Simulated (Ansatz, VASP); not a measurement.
## AgCl in VASP and in Ansatz

```
CELL_PARAMETERS angstrom
0.00000 3.03050 2.58154
3.03050 0.00000 2.58154
3.03050 3.03050 0.00000
ATOMIC_POSITIONS crystal
Ag 0.50000 0.50000 0.50000
Cl 0.00000 0.00000 0.00000
```

Change from the starting cell: strain +0.080 along x and y, -0.080 along z, atoms carried along.

Alike in both runs: task single point; functional PBE; k mesh 8 × 8 × 8; occupations gaussian, width 0.05 eV; no spin polarisation.

```csv
,VASP,Ansatz
version,VASP 6.6.1,Ansatz 0.2.0
potentials or method,"VASP PAW PBE potentials, release 64 (Ag, Cl)","scalar-relativistic, plane waves, PAW"
plane-wave cutoff (eV),520,420
valence electrons in the cell,18,26
```

Ansatz gave:

| Property | Result |
| --- | --- |
| gap on the k mesh at the Fermi level (eV) | 0.79 |
| least direct gap on the mesh (eV) | 2.93 |
| pressure (GPa) | -0.7 |
| largest component of the traceless stress (GPa) | 0.96 |

Question: Estimate VASP's values.

Answer: gap on the k mesh at the Fermi level (eV): 0.79; least direct gap on the mesh (eV): 2.93; pressure (GPa): -0.9; largest component of the traceless stress (GPa): 0.88.

With one functional, cell and mesh, what is left measures potentials, basis and numerics. The two sets of potentials don't hold the same shells in valence.

A k mesh can miss the band edges.
